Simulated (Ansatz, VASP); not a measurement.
**Cross-check of SiC214 between VASP and Ansatz**

One calculation is typed for both programs; each brings its own data sets. How far apart do they land? The cell is taken from a series of runs on this material, whose earlier steps may have relaxed, scaled, displaced or heated it; both programs get it as it stands.

Main program and level: Ansatz 0.2.0; plane waves, with VASP 6.6.1 beside it; PBE.

**1. The structure**

The cell holds 215 atoms: 214 C and 1 Si. Its edges and angles: a = 10.715 Å, b = 10.715 Å, c = 10.715 Å, α = 90.0°, β = 90.0°, γ = 90.0°. It derives from C (C (Fd-3m)). Nearest the centre at fractional (0.458, 0.458, 0.542): Si215 at 0.00 Å, C112 at 1.98 Å, C113 at 1.98 Å, C105 at 1.98 Å, C110 at 1.98 Å, C109 at 1.98 Å, C108 at 1.98 Å, C116 at 2.69 Å.

**2. Ansatz: single point, PBE**

Ansatz runs on its default PAW (the set named soft_2) files.

With cell and atoms fixed, the geometry can't cause a difference; cores, projectors, grids and the points listed under the comparison can.

The input, input.yaml:

```yaml
crystal:
  lattice:
    - [10.71474527, 0.0, 0.0]
    - [0.0, 10.71474527, 0.0]
    - [0.0, 0.0, 10.71474527]
  atoms:
    - { symbol: C, position: [-7.68e-05, -7.68e-05, 0.166435036] }
    - { symbol: C, position: [0.000537086, 0.166858237, -0.000537086] }
    - { symbol: C, position: [0.166858237, 0.000537086, -0.000537086] }
    - { symbol: C, position: [0.166683904, 0.166683904, 0.165608647] }
    - { symbol: C, position: [0.083122121, 0.083122121, 0.249626799] }
    - { symbol: C, position: [0.083454319, 0.249991833, 0.082583725] }
    - { symbol: C, position: [0.249991833, 0.083454319, 0.082583725] }
    - { symbol: C, position: [0.249411158, 0.249411158, 0.248943639] }
    - { symbol: C, position: [0.000175845, 0.000175845, 0.499710284] }
    - { symbol: C, position: [4.7188e-05, 0.16637813, 0.332823459] }
    - { symbol: C, position: [0.16637813, 4.7188e-05, 0.332823459] }
    - { symbol: C, position: [0.167614703, 0.167614703, 0.498959173] }
    - { symbol: C, position: [0.083941134, 0.083941134, 0.58285217] }
    - { symbol: C, position: [0.083027333, 0.249849034, 0.415954708] }
    - { symbol: C, position: [0.249849034, 0.083027333, 0.415954708] }
    - { symbol: C, position: [0.253157142, 0.253157142, 0.58054534] }
    - { symbol: C, position: [0.000537086, 0.000537086, 0.833141763] }
    - { symbol: C, position: [0.001191116, 0.167338756, 0.666178126] }
    - { symbol: C, position: [0.167338756, 0.001191116, 0.666178126] }
    - { symbol: C, position: [0.167768598, 0.167768598, 0.832231402] }
    - { symbol: C, position: [0.083812639, 0.083812639, 0.916187361] }
    - { symbol: C, position: [0.084986979, 0.251028426, 0.748971574] }
    - { symbol: C, position: [0.251028426, 0.084986979, 0.748971574] }
    - { symbol: C, position: [0.251028426, 0.251028426, 0.915013021] }
    - { symbol: C, position: [-0.000229592, 0.333286462, 0.165784003] }
    - { symbol: C, position: [0.000175845, 0.500289716, -0.000175845] }
    - { symbol: C, position: [0.167338756, 0.333821874, -0.001191116] }
    - { symbol: C, position: [0.165521226, 0.500301698, 0.16528996] }
    - { symbol: C, position: [0.081957095, 0.416365362, 0.248854369] }
    - { symbol: C, position: [0.082451026, 0.583380722, 0.083103302] }
    - { symbol: C, position: [0.249715118, 0.416682394, 0.082740355] }
    - { symbol: C, position: [0.247688796, 0.583324035, 0.248174939] }
    - { symbol: C, position: [0.000393658, 0.333526254, 0.499567441] }
    - { symbol: C, position: [-0.000592371, 0.499984793, 0.333048071] }
    - { symbol: C, position: [0.164842132, 0.333342959, 0.331021747] }
    - { symbol: C, position: [0.166445134, 0.500659333, 0.499340667] }
    - { symbol: C, position: [0.083780966, 0.417146349, 0.582853651] }
    - { symbol: C, position: [0.082548859, 0.583379088, 0.416620912] }
    - { symbol: C, position: [0.247468486, 0.415863935, 0.412930117] }
    - { symbol: C, position: [0.247468486, 0.587069883, 0.584136065] }
    - { symbol: C, position: [0.001191116, 0.333821874, 0.832661244] }
    - { symbol: C, position: [0.000393658, 0.500432559, 0.666473746] }
    - { symbol: C, position: [0.169263635, 0.335338831, 0.664661169] }
    - { symbol: C, position: [0.167614703, 0.501040827, 0.832385297] }
    - { symbol: C, position: [0.083941134, 0.41714783, 0.916058866] }
    - { symbol: C, position: [0.083027333, 0.584045292, 0.750150966] }
    - { symbol: C, position: [0.253157142, 0.41945466, 0.746842858] }
    - { symbol: C, position: [0.249849034, 0.584045292, 0.916972667] }
    - { symbol: C, position: [-0.000749271, 0.666675314, 0.166787275] }
    - { symbol: C, position: [-7.68e-05, 0.833564964, 7.68e-05] }
    - { symbol: C, position: [0.16637813, 0.667176541, -4.7188e-05] }
    - { symbol: C, position: [0.166293927, 0.833545044, 0.166454956] }
    - { symbol: C, position: [0.082275716, 0.749983171, 0.250016829] }
    - { symbol: C, position: [0.083102176, 0.916743935, 0.083256065] }
    - { symbol: C, position: [0.249490663, 0.750289056, 0.083379949] }
    - { symbol: C, position: [0.249490663, 0.916620051, 0.249710944] }
    - { symbol: C, position: [-0.000592371, 0.666951929, 0.500015207] }
    - { symbol: C, position: [-0.000749271, 0.833212725, 0.333324686] }
    - { symbol: C, position: [0.165610518, 0.66725587, 0.33274413] }
    - { symbol: C, position: [0.165521226, 0.83471004, 0.499698302] }
    - { symbol: C, position: [0.081957095, 0.751145631, 0.583634638] }
    - { symbol: C, position: [0.082451026, 0.916896698, 0.416619278] }
    - { symbol: C, position: [0.247688796, 0.751825061, 0.416675965] }
    - { symbol: C, position: [0.249715118, 0.917259645, 0.583317606] }
    - { symbol: C, position: [4.7188e-05, 0.667176541, 0.83362187] }
    - { symbol: C, position: [-0.000229592, 0.834215997, 0.666713538] }
    - { symbol: C, position: [0.164842132, 0.668978253, 0.666657041] }
    - { symbol: C, position: [0.166683904, 0.834391353, 0.833316096] }
[... 14 lines left out ...]
    - { symbol: C, position: [0.333342959, 0.164842132, 0.331021747] }
    - { symbol: C, position: [0.499984793, -0.000592371, 0.333048071] }
    - { symbol: C, position: [0.500659333, 0.166445134, 0.499340667] }
    - { symbol: C, position: [0.417146349, 0.083780966, 0.582853651] }
    - { symbol: C, position: [0.415863935, 0.247468486, 0.412930117] }
    - { symbol: C, position: [0.583379088, 0.082548859, 0.416620912] }
    - { symbol: C, position: [0.587069883, 0.247468486, 0.584136065] }
    - { symbol: C, position: [0.333821874, 0.001191116, 0.832661244] }
    - { symbol: C, position: [0.335338831, 0.169263635, 0.664661169] }
    - { symbol: C, position: [0.500432559, 0.000393658, 0.666473746] }
    - { symbol: C, position: [0.501040827, 0.167614703, 0.832385297] }
    - { symbol: C, position: [0.41714783, 0.083941134, 0.916058866] }
    - { symbol: C, position: [0.41945466, 0.253157142, 0.746842858] }
    - { symbol: C, position: [0.584045292, 0.083027333, 0.750150966] }
    - { symbol: C, position: [0.584045292, 0.249849034, 0.916972667] }
    - { symbol: C, position: [0.333287744, 0.333287744, 0.165881573] }
    - { symbol: C, position: [0.333526254, 0.500432559, -0.000393658] }
    - { symbol: C, position: [0.500432559, 0.333526254, -0.000393658] }
    - { symbol: C, position: [0.499520803, 0.499520803, 0.167113542] }
    - { symbol: C, position: [0.416007624, 0.416007624, 0.2497776] }
    - { symbol: C, position: [0.416234675, 0.583141001, 0.083726192] }
    - { symbol: C, position: [0.583141001, 0.416234675, 0.083726192] }
    - { symbol: C, position: [0.581328615, 0.581328615, 0.252596024] }
    - { symbol: C, position: [0.333078379, 0.333078379, 0.489677986] }
    - { symbol: C, position: [0.329596229, 0.50080302, 0.33080085] }
    - { symbol: C, position: [0.50080302, 0.329596229, 0.33080085] }
    - { symbol: Si, position: [0.458343096, 0.458343096, 0.541656904] }
    - { symbol: C, position: [0.406345397, 0.583588069, 0.416411931] }
    - { symbol: C, position: [0.583588069, 0.406345397, 0.416411931] }
    - { symbol: C, position: [0.583588069, 0.583588069, 0.593654603] }
    - { symbol: C, position: [0.335338831, 0.335338831, 0.830736365] }
    - { symbol: C, position: [0.333078379, 0.510322014, 0.666921621] }
    - { symbol: C, position: [0.510322014, 0.333078379, 0.666921621] }
    - { symbol: C, position: [0.500659333, 0.500659333, 0.833554866] }
    - { symbol: C, position: [0.417146349, 0.417146349, 0.916219034] }
    - { symbol: C, position: [0.415863935, 0.587069883, 0.752531514] }
    - { symbol: C, position: [0.587069883, 0.415863935, 0.752531514] }
    - { symbol: C, position: [0.583379088, 0.583379088, 0.917451141] }
    - { symbol: C, position: [0.332621883, 0.666818161, 0.166360019] }
    - { symbol: C, position: [0.333286462, 0.834215997, 0.000229592] }
    - { symbol: C, position: [0.499984793, 0.666951929, 0.000592371] }
    - { symbol: C, position: [0.499519509, 0.832726079, 0.167273921] }
    - { symbol: C, position: [0.415626675, 0.749052616, 0.250947384] }
    - { symbol: C, position: [0.416377465, 0.916491177, 0.083508823] }
    - { symbol: C, position: [0.582845237, 0.749328263, 0.084523977] }
    - { symbol: C, position: [0.582845237, 0.915476023, 0.250671737] }
    - { symbol: C, position: [0.329596229, 0.66919915, 0.49919698] }
    - { symbol: C, position: [0.332621883, 0.833639981, 0.333181839] }
    - { symbol: C, position: [0.497212398, 0.663510586, 0.336489414] }
    - { symbol: C, position: [0.499520803, 0.832886458, 0.500479197] }
    - { symbol: C, position: [0.416007624, 0.7502224, 0.583992376] }
    - { symbol: C, position: [0.416234675, 0.916273808, 0.416858999] }
    - { symbol: C, position: [0.581328615, 0.747403976, 0.418671385] }
    - { symbol: C, position: [0.583141001, 0.916273808, 0.583765325] }
    - { symbol: C, position: [0.333342959, 0.668978253, 0.835157868] }
    - { symbol: C, position: [0.333287744, 0.834118427, 0.666712256] }
    - { symbol: C, position: [0.50080302, 0.66919915, 0.670403771] }
    - { symbol: C, position: [0.500301698, 0.83471004, 0.834478774] }
    - { symbol: C, position: [0.416365362, 0.751145631, 0.918042905] }
    - { symbol: C, position: [0.416682394, 0.917259645, 0.750284882] }
    - { symbol: C, position: [0.583324035, 0.751825061, 0.752311204] }
    - { symbol: C, position: [0.583380722, 0.916896698, 0.917548974] }
    - { symbol: C, position: [0.666675314, -0.000749271, 0.166787275] }
    - { symbol: C, position: [0.667176541, 0.16637813, -4.7188e-05] }
    - { symbol: C, position: [0.833564964, -7.68e-05, 7.68e-05] }
    - { symbol: C, position: [0.833545044, 0.166293927, 0.166454956] }
    - { symbol: C, position: [0.749983171, 0.082275716, 0.250016829] }
    - { symbol: C, position: [0.750289056, 0.249490663, 0.083379949] }
    - { symbol: C, position: [0.916743935, 0.083102176, 0.083256065] }
    - { symbol: C, position: [0.916620051, 0.249490663, 0.249710944] }
    - { symbol: C, position: [0.666951929, -0.000592371, 0.500015207] }
    - { symbol: C, position: [0.66725587, 0.165610518, 0.33274413] }
    - { symbol: C, position: [0.833212725, -0.000749271, 0.333324686] }
    - { symbol: C, position: [0.83471004, 0.165521226, 0.499698302] }
    - { symbol: C, position: [0.751145631, 0.081957095, 0.583634638] }
    - { symbol: C, position: [0.751825061, 0.247688796, 0.416675965] }
    - { symbol: C, position: [0.916896698, 0.082451026, 0.416619278] }
    - { symbol: C, position: [0.917259645, 0.249715118, 0.583317606] }
    - { symbol: C, position: [0.667176541, 4.7188e-05, 0.83362187] }
    - { symbol: C, position: [0.668978253, 0.164842132, 0.666657041] }
    - { symbol: C, position: [0.834215997, -0.000229592, 0.666713538] }
    - { symbol: C, position: [0.834391353, 0.166683904, 0.833316096] }
    - { symbol: C, position: [0.750373201, 0.083122121, 0.916877879] }
    - { symbol: C, position: [0.751056361, 0.249411158, 0.750588842] }
    - { symbol: C, position: [0.917416275, 0.083454319, 0.750008167] }
    - { symbol: C, position: [0.917416275, 0.249991833, 0.916545681] }
    - { symbol: C, position: [0.666818161, 0.332621883, 0.166360019] }
    - { symbol: C, position: [0.666951929, 0.499984793, 0.000592371] }
    - { symbol: C, position: [0.834215997, 0.333286462, 0.000229592] }
    - { symbol: C, position: [0.832726079, 0.499519509, 0.167273921] }
    - { symbol: C, position: [0.749052616, 0.415626675, 0.250947384] }
    - { symbol: C, position: [0.749328263, 0.582845237, 0.084523977] }
    - { symbol: C, position: [0.916491177, 0.416377465, 0.083508823] }
    - { symbol: C, position: [0.915476023, 0.582845237, 0.250671737] }
    - { symbol: C, position: [0.66919915, 0.329596229, 0.49919698] }
    - { symbol: C, position: [0.663510586, 0.497212398, 0.336489414] }
    - { symbol: C, position: [0.833639981, 0.332621883, 0.333181839] }
    - { symbol: C, position: [0.832886458, 0.499520803, 0.500479197] }
    - { symbol: C, position: [0.7502224, 0.416007624, 0.583992376] }
    - { symbol: C, position: [0.747403976, 0.581328615, 0.418671385] }
    - { symbol: C, position: [0.916273808, 0.416234675, 0.416858999] }
    - { symbol: C, position: [0.916273808, 0.583141001, 0.583765325] }
    - { symbol: C, position: [0.668978253, 0.333342959, 0.835157868] }
    - { symbol: C, position: [0.66919915, 0.50080302, 0.670403771] }
    - { symbol: C, position: [0.834118427, 0.333287744, 0.666712256] }
    - { symbol: C, position: [0.83471004, 0.500301698, 0.834478774] }
    - { symbol: C, position: [0.751145631, 0.416365362, 0.918042905] }
    - { symbol: C, position: [0.751825061, 0.583324035, 0.752311204] }
    - { symbol: C, position: [0.917259645, 0.416682394, 0.750284882] }
    - { symbol: C, position: [0.916896698, 0.583380722, 0.917548974] }
    - { symbol: C, position: [0.665638903, 0.665638903, 0.168319687] }
    - { symbol: C, position: [0.666675314, 0.833212725, 0.000749271] }
    - { symbol: C, position: [0.833212725, 0.666675314, 0.000749271] }
    - { symbol: C, position: [0.832854451, 0.832854451, 0.167145549] }
    - { symbol: C, position: [0.748898555, 0.748898555, 0.251101445] }
    - { symbol: C, position: [0.749808836, 0.916129948, 0.083870052] }
    - { symbol: C, position: [0.916129948, 0.749808836, 0.083870052] }
    - { symbol: C, position: [0.916129948, 0.916129948, 0.250191164] }
    - { symbol: C, position: [0.663510586, 0.663510586, 0.502787602] }
    - { symbol: C, position: [0.665638903, 0.831680313, 0.334361097] }
    - { symbol: C, position: [0.831680313, 0.665638903, 0.334361097] }
    - { symbol: C, position: [0.832726079, 0.832726079, 0.500480491] }
    - { symbol: C, position: [0.749052616, 0.749052616, 0.584373325] }
    - { symbol: C, position: [0.749328263, 0.915476023, 0.417154763] }
    - { symbol: C, position: [0.915476023, 0.749328263, 0.417154763] }
    - { symbol: C, position: [0.916491177, 0.916491177, 0.583622535] }
    - { symbol: C, position: [0.66725587, 0.66725587, 0.834389482] }
    - { symbol: C, position: [0.666818161, 0.833639981, 0.667378117] }
    - { symbol: C, position: [0.833639981, 0.666818161, 0.667378117] }
    - { symbol: C, position: [0.833545044, 0.833545044, 0.833706073] }
    - { symbol: C, position: [0.749983171, 0.749983171, 0.917724284] }
    - { symbol: C, position: [0.750289056, 0.916620051, 0.750509337] }
    - { symbol: C, position: [0.916620051, 0.750289056, 0.750509337] }
    - { symbol: C, position: [0.916743935, 0.916743935, 0.916897824] }
basis:
  ecutwfc: 420
  xc_grid: 2
hamiltonian:
  xc: pbe
kpoints:
  mp_grid: { grid: [1, 1, 1] }
magnetization:
  spin_polarized: true
  initial_magnetization: 2
  spin_locking: { lock_magnetization: hard }
scf:
  occupations: { method: fermi_dirac, width: 0.01 }
  max_iter: 120
  n_extra_bands: 20
  lower_state_search: "off"
output:
  forces: true
checkpoint:
  read: "../ground.run"
  write: "../ground_at_excited.run"
  compress: false
  write_wavefunctions: true
  write_every: 100000
```

Started as:

```console
> ansatz run input.yaml --threads 4 --pin off --max-ram 7536MiB --backend cpu --events-out ev --progress --plain --runs-dir out
```

Numbers of over 12 decimals in the logs are rounded to 6 here.

What it wrote:

```text
Warning: at least one further symmetry operation maps every atom of the structure, as the run holds it, onto an atom to within 3.28e-5 (fractional), and is not used: no operation is sought that the atoms, as the run holds them, miss by more than 2.00e-5, twice crystal.symmetry.tolerance (1.0e-5). The run uses 6 unitary operations. The run imposes no operation that its atoms and lattice do not hold. Figures that only  [...]
Warning: the band count 451 (scf.n_extra_bands) hosts the net moment |M| = 2.0000 μB (N_el = 860) but caps the reachable moment at 2·n_bands − N_el = 42.0000 μB, below the 646 bands that the automatic rule leaves for it — a moment growing past the seed, or the majority channel's smearing tail, pins there with fewer empty majority states than that count leaves; raise or omit scf.n_extra_bands unless the cap is intended
Warning: checkpoint.read: the run can stay near the saved state's solution: 215 site(s) moved relative to the saved geometry (max |Δs| = 8.366e-4 fractional); the SCF starts from the saved state under `checkpoint.density_extrapolation: transplant`, in force with no word given; its orbitals are not used off its sites. A run without `checkpoint.read` takes nothing of the state. A lower free energy from it at the same positions (and U, V and field ramp, if any), with starting moments typed, shows a solution that this start missed, and an equal or higher one rules none out (checkpoint.read, Limitations, in the input reference)
scf.n_extra_bands = 20 over 431 filled bands (N_el = 860.0): the run solves 451 bands
Engine: ansatz 0.2.0, x86_64-unknown-linux-gnu
Pseudopotentials: kind: paw
Pseudopotential: C, paw, valence charge 4, recommended cutoff 420 eV (normal), C.paw.azcp
Pseudopotential: Si, paw, valence charge 4, recommended cutoff 420 eV (normal), Si.paw.azcp
Functional definition: PBE
  parameter kappa = 0.804
  parameter beta = 0.066725
  exchange = pbe_x(kappa = kappa, mu = beta*pi^2/3)
  correlation = pbe_c(beta = beta)
Crystal: 215 atoms, lattice volume = 1230.115 Å³
Basis set: ecut = 420 eV, 23871 PW (Γ), exchange–correlation on 144×144×144 points (8 copies of the dense FFT grid, shifted against one another)
Bands: 451, of which v1, the nominal top of the filled ones, is band 430 counted from 1 (429 counted from 0)
Symmetry: 6 space group operations
Space group: R3m (ITA 160), of the structure as read, at distance tolerance 1.1e-4 Å
Magnetic group: BNS 160.65 (UNI 1295), of the structure as read, at distance tolerance 1.1e-4 Å
k-points: 1
Non-local potential: C, projectors of the file, l = 0: 2, l = 1: 2, l = 2: 1
Non-local potential: Si, projectors of the file, l = 0: 2, l = 1: 2, l = 2: 2
PAW form: soft (Blöchl's): semilocal exchange-correlation on the pseudo side does not see the compensation charge
PAW one-centre angular grid: C, 110 points (default); XC on 64 Gauss nodes
PAW one-centre angular grid: Si, 110 points (default); XC on 64 Gauss nodes
Initial density: read from a saved state, or passed on in memory by an earlier SCF of this step, an earlier step, the calling program or the single point that the run made first, carried with its atoms to this geometry
Starting moments: Σ|m| = 2 μB on 215 of 215 sites; this step starts from the density that it was given
Initial wavefunctions: pseudopotential atomic-orbital guess
Functional: x = pbe(κ = 0.804, μ = 0.219515), c = pbe(β = 0.066725)
iter 1 solved again at ethr=1.66e-6 eV; its pass at ethr=3.10e-3 eV (dr2=1.43e-2 eV) is discarded
SCF iter   1: F=—  HF=-54301.472824 eV  |F-HF|=—  |Δ(HF+E_count)|=         —  Δρ=7.72e-4 (↑7.72e-4 ↓6.89e-4)  dr2=1.48e-2  dr2_m=2.17e-4  M=2.000 μB ∫|m|=2.142 μB  β_m=0.30  ethr=1.66e-6  ⟨swp⟩=5.0  Hψ=6809  notcnv=0
preconditioner: auto → Resta (q_TF=auto, 2.570 Å⁻¹)  ε∞=6.4  [insulator: Δε(μ)=0.768 eV  Ē_g=13.318 eV  σ=0.010 eV  W_gap=1.00  n_scr=364 (ndim 8)  ℏωp=31.0 eV  f_vac=0.000  D(μ)=0.00/eV (n_scr^D=0)  ε∞_Penn≈6.4]
spin=Collinear: Resta preconditioning applied to the charge; magnetization (m = ρ↑ − ρ↓) channel mixes plain (no charge-response kernel on spin).
SCF iter   2: F=—  HF=-54301.470619 eV  |F-HF|=—  |Δ(HF+E_count)|=   2.20e-3  Δρ=5.54e-4 (↑5.54e-4 ↓4.95e-4)  dr2=7.36e-3  dr2_m=1.17e-4  M=2.000 μB ∫|m|=2.141 μB  β_m=0.65  ethr=1.66e-6  ⟨swp⟩=1.5  Hψ=951  notcnv=0
[...]
atom 208  C     -0.15718505    -0.15718505     0.08385648
  atom 209  C     -0.14804840    -0.13026840     0.07555455
  atom 210  C     -0.13026840    -0.14804840     0.07555455
  atom 211  C     -0.12231443    -0.12231443     0.09760243
  atom 212  C      0.12578358     0.12578358    -0.07576616
  atom 213  C      0.12380595     0.13074191    -0.09223138
  atom 214  C      0.13074191     0.12380595    -0.09223138
  atom 215  C      0.11063408     0.11063408    -0.09600635
  max |Σ_I F_I| component: 1.00e-5 eV/Å
--- Band table (eV) ---
  k-point 0 ↑: bands = [... 426 lower, 12.7581, 12.7581, 13.2237, 13.6825, 13.6825, 17.3824, 17.3824, 17.3859, ... 17 higher]
  k-point 0 ↓: bands = [... 426 lower, 12.8671, 12.8671, 13.2308, 14.0167, 14.0167, 17.3910, 17.3910, 17.3943, ... 17 higher]
```

(Part 1 of 2 ends here.)

[Lines on the potential files, build, host, timing and source positions are cut from VASP's logs without a mark.]

[Logs are printed without paths, hosts, clocks, repeated set-up lines and the standing remarks that a program may print on its own settings, such as how far it seeks lower states.]

[Hosts, paths, dates, database ids (printed as entryN), source tags and the programs' standing remarks are cut or masked in the printed files.]
